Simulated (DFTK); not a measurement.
Wanted: the native input for a DFTK 0.8.2 run.

```yaml
Task: band structure
Functional: r2SCAN
Potentials_or_basis: cp2k.nc.sr.pbe.v0_1.semicore.gth (PBE, GTH)
Cutoff: 2884 eV
k_mesh: 10 × 10 × 10
Occupations: fermi-dirac, width 0.05 eV
Spin: no spin polarisation
Valence_electrons: B 3, N 5
SCF_tolerance_on_the_density: 1e-06
```

BN:

```
N B
1.0
     0.00000    1.81300    1.81300
     1.81300    0.00000    1.81300
     1.81300    1.81300    0.00000
N B
1 1
Direct
  0.25000 0.25000 0.25000
  0.00000 0.00000 0.00000
```

The cell is a database's computed one.

These files were run (other wordings do the same):

run.jl

```julia
using DFTK
using PseudoPotentialData
using Unitful, UnitfulAtomic
using LinearAlgebra, Printf
using AtomsBase
include("save.jl")
disable_threading()

cell = [[0.0, 1.813001, 1.813001],
        [1.813001, 0.0, 1.813001],
        [1.813001, 1.813001, 0.0]]u"Å"
system = periodic_system([:N => [0.25, 0.25, 0.25],
                          :B => [0.0, 0.0, 0.0]],
                         cell; fractional=true)
lattice   = austrip.(hcat(cell_vectors(system)...))
symbols   = atomic_symbol(system, :) .|> Symbol
positions = [lattice \ austrip.(position(system, i)) for i in 1:length(system)]
pseudopotentials = PseudoFamily("cp2k.nc.sr.pbe.v0_1.semicore.gth")
elements = Dict(s => ElementPsp(s, pseudopotentials) for s in unique(symbols))
atoms    = [elements[s] for s in symbols]

build_model(lattice, positions; symmetries=true) =
    model_DFT(lattice, atoms, positions;
              functionals=r2SCAN(),
              temperature=austrip(0.05u"eV"),
              smearing=Smearing.FermiDirac(),
              symmetries)
Ecut  = 106.0  # hartree
kgrid = [10, 10, 10]
tol   = 1e-6
to_GPa = ustrip(uconvert(u"GPa", 1u"hartree/bohr^3"))

model = build_model(lattice, positions)
basis = PlaneWaveBasis(model; Ecut, kgrid)
display(basis)
scfres = self_consistent_field(basis;
                               tol,
                               nbandsalg=AdaptiveBands(model; n_bands_converge=9))
display(scfres.energies)
@printf "Fermi level: %.6f eV\n" ustrip(auconvert(u"eV", something(scfres.εF, NaN)))
forces = compute_forces_cart(scfres)
println("Forces (eV/Å)")
for (s, f) in zip(symbols, forces)
    @printf "%-3s %12.6f %12.6f %12.6f\n" s ustrip.(auconvert.(u"eV/Å", f))...
end
stress = compute_stresses_cart(scfres)
println("Stress (GPa)")
display(round.(stress * to_GPa; digits=4))
println("Levels at the first k-point (eV): ", round.(ustrip.(auconvert.(u"eV", scfres.eigenvalues[1][1:scfres.n_bands_converge])); digits=4))
save_scf!(scfres; forces, stress)

points = Dict("G" => [0.0, 0.0, 0.0], "K" => [0.375, 0.375, 0.75], "L" => [0.5, 0.5, 0.5], "U" => [0.625, 0.25, 0.625], "W" => [0.5, 0.25, 0.75], "X" => [0.5, 0.0, 0.5])
segments = [("G", "X", 7), ("X", "W", 4), ("W", "K", 3), ("K", "G", 7), ("G", "L", 6), ("L", "U", 4), ("U", "W", 3), ("W", "L", 5), ("L", "K", 4), ("U", "X", 3)]
kcoords = vcat([[points[a] + t * (points[b] - points[a]) for t in range(0, 1, n)] for (a, b, n) in segments]...)
bands = compute_bands(scfres, ExplicitKpoints(kcoords); n_bands=11, tol=1e-5)
for (k, ε) in zip(bands.basis.kpoints, bands.eigenvalues)
    @printf "%d %8.4f %8.4f %8.4f " k.spin k.coordinate...
    println(join([@sprintf("%9.4f", e) for e in ustrip.(auconvert.(u"eV", ε .- scfres.εF))]))
end
results["band_energies"] = rows(bands.eigenvalues); results["band_kpoints"] = rows(kcoords)
```

Potentials or basis: cp2k.nc.sr.pbe.v0_1.semicore.gth (PBE, GTH).

The run is started by

```bash
$ julia --threads=1 run.jl  # save.jl only writes the numbers to a file and isn't shown; printed stress counts tension as positive; times include loading and compiling
```

It gave:

| Property | Result |
| --- | --- |
| Pressure | -3.2 GPa |
| Band gap on the k mesh | 4.89 eV, indirect (least direct gap 9.44 eV) |
| Band gap along the path | 4.89 eV, indirect (least direct gap 9.44 eV) |

Caveat: GTH potentials come without recommended cutoffs, and this one wasn't checked for convergence; the potentials were made for another functional, which shifts forces and pressure.

Run time: 21 min on 1 thread of Intel(R) Xeon(R) Processor @ 2.50GHz (Skylake/Cascade Lake), with other jobs on the host, peak memory 2 GiB.
